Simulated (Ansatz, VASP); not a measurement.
**CdSe: VASP beside Ansatz**

```
Cd Se
1.0
     0.00000    3.07027    3.07027
     3.07027    0.00000    3.07027
     3.07027    3.07027    0.00000
Cd Se
1 1
Direct
  0.00000 0.00000 0.00000
  0.25000 0.25000 0.25000
```

Measurements of this composition are mostly on another form, of space group No. 186.

Alike in both runs: task single point; functional RPBE; k mesh 8 × 8 × 8; occupations gaussian, width 0.05 eV; no spin polarisation.

```csv
,VASP,Ansatz
version,VASP 6.6.1,Ansatz 0.2.0
potentials or method,"VASP PAW PBE potentials, release 64 (Cd, Se), cutoff 520 eV","all-electron LAPW, scalar-relativistic"
```

```csv
,VASP,Ansatz,Ansatz less VASP
gap on the k mesh at the Fermi level (eV),0.72,0.73,+0.006
least direct gap on the mesh (eV),0.72,0.73,+0.006
pressure (GPa),3.5,3.2,-0.26
```

Ansatz ran all-electron here, so the differences hold the error of VASP's frozen core and of both bases.

Caveats: the PAW data sets were made with another functional, which shifts forces and pressure a little (VASP). As with any semilocal functional, this RPBE gap is likely too small.
